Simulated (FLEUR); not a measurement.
A run of FLEUR MaX-R8.1 (later development tree) is set up as follows.

The input inp.xml:

```xml
<?xml version="1.0" encoding="UTF-8" standalone="no"?>
<fleurInput fleurInputVersion="0.39">
   <comment>
      SiC                                                                                                 
   </comment>
   <calculationSetup>
      <cutoffs Kmax="5.54" Gmax="17.2" GmaxXC="17.2" numbands="0"/>
      <scfLoop itmax="60" minDistance="0.00001" maxIterBroyd="15" imix="Anderson" alpha="0.05" precondParam="0.0" spinf="2.0" sdNocoIR="T"/>
      <coreElectrons ctail="F" frcor="F" kcrel="0" coretail_lmax="0"/>
      <xcFunctional name="LibXC" relativisticCorrections="F">
         <LibXCName exchange="mgga_x_r2scan" correlation="mgga_c_r2scan"/>
         <AuxGGA exchange="117" correlation="130"/>
      </xcFunctional>
      <magnetism jspins="1"/>
      <soc l_soc="F" theta="0.0" phi="0.0" spav="F"/>
      <expertModes spex="0" secvar="F"/>
      <geometryOptimization l_f="F" forcealpha="1.0" forcemix="BFGS" epsdisp="0.00001" epsforce="0.00001"/>
      <ldaU l_linMix="F" mixParam="0.05" spinf="1.0"/>
   </calculationSetup>
   <cell>
      <bzIntegration valenceElectrons="16.0" mode="hist" fermiSmearingEnergy="0.00183747">
         <kPointListSelection listName="default-1"/>
         <!-- k-points included here -->
         <xi:include xmlns:xi="http://www.w3.org/2001/XInclude" href="kpts.xml"> </xi:include>
      </bzIntegration>
      <!-- symmetry operations included here -->
      <xi:include xmlns:xi="http://www.w3.org/2001/XInclude" href="sym.xml"> </xi:include>
      <bulkLattice scale="1.0">
         <bravaisMatrix>
            <row-1>    0.0000000000000000     4.1177132255033992     4.1177132255033992</row-1>
            <row-2>    4.1177132255033992     0.0000000000000000     4.1177132255033992</row-2>
            <row-3>    4.1177132255033992     4.1177132255033992     0.0000000000000000</row-3>
         </bravaisMatrix>
      </bulkLattice>
   </cell>
   <atomSpecies>
      <species name="Silicon (Si)" element="Si" atomicNumber="14">
         <mtSphere radius="1.77" gridPoints="585" logIncrement="0.019"/>
         <atomicCutoffs lmax="8" lnonsphr="6"/>
         <electronConfig flipSpins="F">
            <coreConfig>(1s1/2)</coreConfig>
            <valenceConfig>(2s1/2) (2p1/2) (2p3/2) (3s1/2) (3p1/2) (3p3/2)</valenceConfig>
            <stateOccupation state="(3p1/2)" spinUp="0.333333" spinDown="0.333333"/>
            <stateOccupation state="(3p3/2)" spinUp="0.666667" spinDown="0.666667"/>
         </electronConfig>
         <energyParameters s="3" p="3" d="3" f="4"/>
         <lo type="SCLO" l="0" n="2" eDeriv="0"/>
         <lo type="SCLO" l="1" n="2" eDeriv="0"/>
         <lo type="SCLO" l="2" n="3" eDeriv="2"/>
         <lo type="SCLO" l="3" n="4" eDeriv="2"/>
      </species>
      <species name="Carbon (C)" element="C" atomicNumber="6">
         <mtSphere radius="1.53" gridPoints="507" logIncrement="0.02"/>
         <atomicCutoffs lmax="8" lnonsphr="6"/>
         <electronConfig flipSpins="F">
            <coreConfig>(1s1/2)</coreConfig>
            <valenceConfig>(2s1/2) (2p1/2) (2p3/2)</valenceConfig>
            <stateOccupation state="(2p1/2)" spinUp="0.333333" spinDown="0.333333"/>
            <stateOccupation state="(2p3/2)" spinUp="0.666667" spinDown="0.666667"/>
         </electronConfig>
         <energyParameters s="2" p="2" d="3" f="4"/>
         <lo type="SCLO" l="0" n="2" eDeriv="2"/>
         <lo type="SCLO" l="1" n="2" eDeriv="2"/>
         <lo type="SCLO" l="2" n="3" eDeriv="2"/>
      </species>
   </atomSpecies>
   <atomGroups>
      <atomGroup species="Silicon (Si)">
         <relPos label="                   1">.0000000000 .0000000000 .0000000000</relPos>
         <force calculate="T" relaxXYZ="TTT"/>
      </atomGroup>
      <atomGroup species="Carbon (C)">
         <relPos label="                   2">-1.000/4.000 -1.000/4.000 -1.000/4.000</relPos>
         <force calculate="T" relaxXYZ="TTT"/>
      </atomGroup>
   </atomGroups>
   <output dos="F" band="F" slice="F">
      <checks vchk="F" cdinf="F"/>
      <bandDOS minEnergy="-.5*Htr" maxEnergy="0.5*Htr" sigma="0.015" storeEVData="T"/>
      <vacuumDOS vacdos="F" integ="F" star="F" nstars="0" locx1="0.0" locy1="0.0" locx2="0.0" locy2="0.0" nstm="0" tworkf="0.0"/>
      <unfoldingBand unfoldBand="F" supercellX="1" supercellY="1" supercellZ="1"/>
      <plotting iplot="0" polar="F">
         <plot TwoD="T" vec1="  1.0  0.0  0.0" vec2="  0.0  1.0  0.0" vec3="  0.0  0.0  1.0" zero="  0.0  0.0  0.0" file="plot"/>
      </plotting>
      <chargeDensitySlicing numkpt="0" minEigenval="0.0" maxEigenval="0.0" nnne="0" pallst="F"/>
      <specialOutput eonly="F"/>
      <moessbauerParams electricFieldGradient="T" isomerShift="T" coreHyperfine="T" valenceHyperfine="T"/>
      <magneticCircularDichroism mcd="F" energyLo="-10.0" energyUp="0.0"/>
   </output>
  <!-- We include the file relax.xml here to enable relaxations (see documentation) -->
  <xi:include xmlns:xi="http://www.w3.org/2001/XInclude" href="relax.xml"> <xi:fallback/> </xi:include>
</fleurInput>
```

File crystal.txt:

```
SiC
&input cartesian=F /
0.0000000000  2.1790000000  2.1790000000
2.1790000000  0.0000000000  2.1790000000
2.1790000000  2.1790000000  0.0000000000
1.8897261246
1.0 1.0 1.0

2
14 0.0000000000  0.0000000000  0.0000000000
6 0.7500000000  0.7500000000  0.7500000000

&kpt div1=10 div2=10 div3=10 gamma=T /
```

The input inp.xml (bands):

```
<?xml version="1.0" encoding="UTF-8" standalone="no"?>
<fleurInput fleurInputVersion="0.39">
   <comment>
      SiC                                                                                                 
   </comment>
   <calculationSetup>
      <cutoffs Kmax="5.54" Gmax="17.2" GmaxXC="17.2" numbands="0"/>
      <scfLoop itmax="60" minDistance="0.00001" maxIterBroyd="15" imix="Anderson" alpha="0.05" precondParam="0.0" spinf="2.0" sdNocoIR="T"/>
      <coreElectrons ctail="F" frcor="F" kcrel="0" coretail_lmax="0"/>
      <xcFunctional name="LibXC" relativisticCorrections="F">
         <LibXCName exchange="mgga_x_r2scan" correlation="mgga_c_r2scan"/>
         <AuxGGA exchange="117" correlation="130"/>
      </xcFunctional>
      <magnetism jspins="1"/>
      <soc l_soc="F" theta="0.0" phi="0.0" spav="F"/>
      <expertModes spex="0" secvar="F"/>
      <geometryOptimization l_f="F" forcealpha="1.0" forcemix="BFGS" epsdisp="0.00001" epsforce="0.00001"/>
      <ldaU l_linMix="F" mixParam="0.05" spinf="1.0"/>
   </calculationSetup>
   <cell>
      <bzIntegration valenceElectrons="16.0" mode="hist" fermiSmearingEnergy="0.00183747">
         <kPointListSelection listName="path-1"/>
         <!-- k-points included here -->
         <xi:include xmlns:xi="http://www.w3.org/2001/XInclude" href="kpts.xml"> </xi:include>
      </bzIntegration>
      <!-- symmetry operations included here -->
      <xi:include xmlns:xi="http://www.w3.org/2001/XInclude" href="sym.xml"> </xi:include>
      <bulkLattice scale="1.0">
         <bravaisMatrix>
            <row-1>    0.0000000000000000     4.1177132255033992     4.1177132255033992</row-1>
            <row-2>    4.1177132255033992     0.0000000000000000     4.1177132255033992</row-2>
            <row-3>    4.1177132255033992     4.1177132255033992     0.0000000000000000</row-3>
         </bravaisMatrix>
      </bulkLattice>
   </cell>
   <atomSpecies>
      <species name="Silicon (Si)" element="Si" atomicNumber="14">
         <mtSphere radius="1.77" gridPoints="585" logIncrement="0.019"/>
         <atomicCutoffs lmax="8" lnonsphr="6"/>
         <electronConfig flipSpins="F">
            <coreConfig>(1s1/2)</coreConfig>
            <valenceConfig>(2s1/2) (2p1/2) (2p3/2) (3s1/2) (3p1/2) (3p3/2)</valenceConfig>
            <stateOccupation state="(3p1/2)" spinUp="0.333333" spinDown="0.333333"/>
            <stateOccupation state="(3p3/2)" spinUp="0.666667" spinDown="0.666667"/>
         </electronConfig>
         <energyParameters s="3" p="3" d="3" f="4"/>
         <lo type="SCLO" l="0" n="2" eDeriv="0"/>
         <lo type="SCLO" l="1" n="2" eDeriv="0"/>
         <lo type="SCLO" l="2" n="3" eDeriv="2"/>
         <lo type="SCLO" l="3" n="4" eDeriv="2"/>
      </species>
      <species name="Carbon (C)" element="C" atomicNumber="6">
         <mtSphere radius="1.53" gridPoints="507" logIncrement="0.02"/>
         <atomicCutoffs lmax="8" lnonsphr="6"/>
         <electronConfig flipSpins="F">
            <coreConfig>(1s1/2)</coreConfig>
            <valenceConfig>(2s1/2) (2p1/2) (2p3/2)</valenceConfig>
            <stateOccupation state="(2p1/2)" spinUp="0.333333" spinDown="0.333333"/>
            <stateOccupation state="(2p3/2)" spinUp="0.666667" spinDown="0.666667"/>
         </electronConfig>
         <energyParameters s="2" p="2" d="3" f="4"/>
         <lo type="SCLO" l="0" n="2" eDeriv="2"/>
         <lo type="SCLO" l="1" n="2" eDeriv="2"/>
         <lo type="SCLO" l="2" n="3" eDeriv="2"/>
      </species>
   </atomSpecies>
   <atomGroups>
      <atomGroup species="Silicon (Si)">
         <relPos label="                   1">.0000000000 .0000000000 .0000000000</relPos>
         <force calculate="T" relaxXYZ="TTT"/>
      </atomGroup>
      <atomGroup species="Carbon (C)">
         <relPos label="                   2">-1.000/4.000 -1.000/4.000 -1.000/4.000</relPos>
         <force calculate="T" relaxXYZ="TTT"/>
      </atomGroup>
   </atomGroups>
   <output dos="F" band="T" slice="F">
      <checks vchk="F" cdinf="F"/>
      <bandDOS minEnergy="-.5*Htr" maxEnergy="0.5*Htr" sigma="0.015" storeEVData="T"/>
      <vacuumDOS vacdos="F" integ="F" star="F" nstars="0" locx1="0.0" locy1="0.0" locx2="0.0" locy2="0.0" nstm="0" tworkf="0.0"/>
      <unfoldingBand unfoldBand="F" supercellX="1" supercellY="1" supercellZ="1"/>
      <plotting iplot="0" polar="F">
         <plot TwoD="T" vec1="  1.0  0.0  0.0" vec2="  0.0  1.0  0.0" vec3="  0.0  0.0  1.0" zero="  0.0  0.0  0.0" file="plot"/>
      </plotting>
      <chargeDensitySlicing numkpt="0" minEigenval="0.0" maxEigenval="0.0" nnne="0" pallst="F"/>
      <specialOutput eonly="F"/>
      <moessbauerParams electricFieldGradient="T" isomerShift="T" coreHyperfine="T" valenceHyperfine="T"/>
      <magneticCircularDichroism mcd="F" energyLo="-10.0" energyUp="0.0"/>
   </output>
  <!-- We include the file relax.xml here to enable relaxations (see documentation) -->
  <xi:include xmlns:xi="http://www.w3.org/2001/XInclude" href="relax.xml"> <xi:fallback/> </xi:include>
</fleurInput>
```

Potentials or basis: all-electron, FLAPW.

Run with:

```console
$ inpgen -f crystal.txt -profile fastHighL
$ # inp.xml edited to the form shown
$ fleur_MPI
$ fleur_MPI   # second run, on inp.xml (bands)
```

(1) Predict the band gap on the k mesh.

(2) What does it give for the band gap along the path?

Results:

(1) 1.73 eV, indirect (least direct gap 5.06 eV).

(2) 1.73 eV, indirect (least direct gap 5.06 eV).

Caveat: the meta-GGA is that of a development version, with a GGA for the radial functions and cores and without core tails.

**The experiment to reproduce.**

From “Insight into the structural, elastic and electronic properties of a new orthorhombic 6O-SiC polytype”, 2020, pmc:7200658, for a bulk crystal of SiC: band gap 2.4 eV (indirect).

Against the measured gap of SiC, 2.4 eV (indirect; quoted in “Insight into the structural, elastic and electronic properties of a new orthorhombic 6O-SiC polytype”, 2020, pmc:7200658), the calculated 1.73 eV is off by -0.67 eV. The value is that of r2SCAN, without temperature or zero-point motion.
